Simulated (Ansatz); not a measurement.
# Notes on Li$_{2}$S

```xyz
3
Lattice="0.0000 2.8216 2.8216 2.8216 0.0000 2.8216 2.8216 2.8216 0.0000" Properties=species:S:1:pos:R:3 pbc="T T T"
S     0.0000    0.0000    0.0000
Li    1.4108    1.4108    1.4108
Li    4.2324    4.2324    4.2324
```

Single point in Ansatz 0.2.0 with PBE, no spin polarisation. Cutoff 420 eV, PAW datasets, 8×8×8 Γ-centred k mesh, methfessel-paxton filling (width 0.0845 eV).

(1) What is the formation energy?

(2) Is the cell too large or too small?

(3) Which element gives electrons and which takes them?

(4) What do density and ELF say about some of the short contacts?

(5) What is the band gap?

Origin: a database entry at a rescaled volume.

## Answers

(1) -1.36 eV an atom against the elements' usual phases (free molecules for gases, crystals otherwise, with no correction for O₂ or N₂), so it is bound against them; other compounds may still compete. Relaxing would lower it.

(2) The pressure is 1.4 GPa (compression positive), so with the atoms held at these fractions the cell would first expand.

(3) Bader charges in e: Li +0.86, S -1.72. In the mean Li gives up most and S takes most.

(4) S–Li at 2.44 Å: least valence density 0.13 e/Å³ and ELF 0.04 there, a closed-shell (ionic or weak) contact. Li–Li at 2.82 Å: least valence density 0.06 e/Å³ and ELF 0.05 there, a closed-shell (ionic or weak) contact. These are pseudo-fields; inside the PAW spheres they differ from the all-electron ones.

(5) The gap is 3.37 eV, indirect (the least direct gap found is 4.42 eV).
